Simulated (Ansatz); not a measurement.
Ansatz input file:

```yaml
crystal:
  lattice:
    - [4.2903151937, 0.0, 0.0]
    - [-2.1451575969, 3.715521948, 0.0]
    - [0.0, 0.0, 5.18415058]
  atoms:
    - { symbol: Sr, position: [0.3333333333, 0.6666666667, 0.9375] }
    - { symbol: Sr, position: [0.6666666667, 0.3333333333, 0.4375] }
    - { symbol: O, position: [0.3333333333, 0.6666666667, 0.4375] }
    - { symbol: O, position: [0.6666666667, 0.3333333333, 0.9375] }
basis:
  ecutwfc: 500
kpoints:
  mp_grid: { grid: [6, 6, 6] }
  band_path: { path: [VBM, CBM], npoints: 2 }
hamiltonian:
  xc: r2scan
scf:
  occupations: { method: gaussian, width: 0.02 }
output:
  forces: false
  stress: false
  eigenvalues: true
checkpoint:
  read: start.run
  write: ck
  compress: false
  write_wavefunctions: false
  write_every: 100000
```

Launched with
```bash
ansatz run input.yaml --threads 1 --pin off --max-ram 2560MiB --backend cpu --events-out ev --progress --plain --runs-dir out
```

Method: DFT r2SCAN, scalar-relativistic, plane waves, PAW (Ansatz).

Part of what the program printed, abridged (final results; tables in files aren't shown):

```
SCF 1 converged in 3 iterations: F = -8253.759612 eV  dr2 = 2.21e-10
SCF converged after 3 iterations
Free energy (F): -8253.759612 eV
Harris-Foulkes:  -8253.759612 eV  (|F-HF|=2.93e-10)
Internal energy: -8253.759612 eV  (E = F + TS)
E sigma→0 (E₀):  -8253.759612 eV
Fermi energy:    7.029973 eV
--- Per-component energies (eV) ---
  E_band       = -206.390519
  E_kinetic    = 846.802381
  E_local      = -2110.567322  (includes V_loc(G=0)·N_el)
  E_nonlocal   = 497.549561
  E_hartree    = 627.322524
  E_xc         = -477.326887
  E_vxc        = -572.248941  (∫ρ·V_xc dr)
  E_paw        = -5750.316119  (= ΣΔE_a)
  E_vpaw       = -155.796409  (= ΣTr[D̂ρ^β])
  E_aug_tail   = 0.002004  (compensation charges beyond the density's cutoff)
  E_vtau       = 33.223150  (kinetic-family band-sum trace: ∫τ·v_τ [+ j·A + Jᵃ·Aᵃ] dr)
  E_ewald      = -1886.869799
  E_core_change = -0.355955  (= ΣΔE_core)
  E_smearing   =  0.000000  (= −TS)
--- Band table (eV; the first three rows and the last of 28) ---
  k-point 0: bands = ["-27.8679", "-27.7094", "-10.4102", "-10.4014", "-9.7542", "-9.3736", "-9.3736", "-9.0960", "-9.0960", "-8.9176", "4.5373", "4.5373", "4.6937", "4.6937", "5.2076", "5.5361", "8.5239", "12.2850", "12.2850", "13.1597"]
  k-point 1: bands = ["-27.8571", "-27.7198", "-10.6596", "-10.5613", "-9.3995", "-9.3549", "-9.3549", "-9.1145", "-9.1145", "-8.7579", "4.5187", "4.5187", "4.6572", "4.6572", "4.9919", "5.1803", "8.7983", "12.3761", "12.5595", "12.5595"]
  k-point 2: bands = ["-27.8277", "-27.7484", "-10.9152", "-10.8268", "-9.3039", "-9.3039", "-9.1650", "-9.1650", "-8.8845", "-8.5361", "4.4925", "4.4925", "4.5676", "4.5758", "4.5758", "4.5980", "9.4084", "11.2299", "13.2544", "13.2544"]
  k-point 27: bands = ["-27.7668", "-27.7668", "-11.6610", "-11.6610", "-9.3973", "-9.3973", "-8.9667", "-8.9667", "-7.9388", "-7.9388", "4.0217", "4.0217", "4.7424", "4.7424", "5.1639", "5.1639", "10.2731", "10.2731", "13.7008", "13.7008"]
```

The run converged.

Time: 7.9 s on 1 thread of Intel(R) Xeon(R) 6975P-C (Granite Rapids) (shared host), peak memory 0.52 GiB.

The run starts from the saved density of an earlier one, so iterations and time are fewer than from atoms.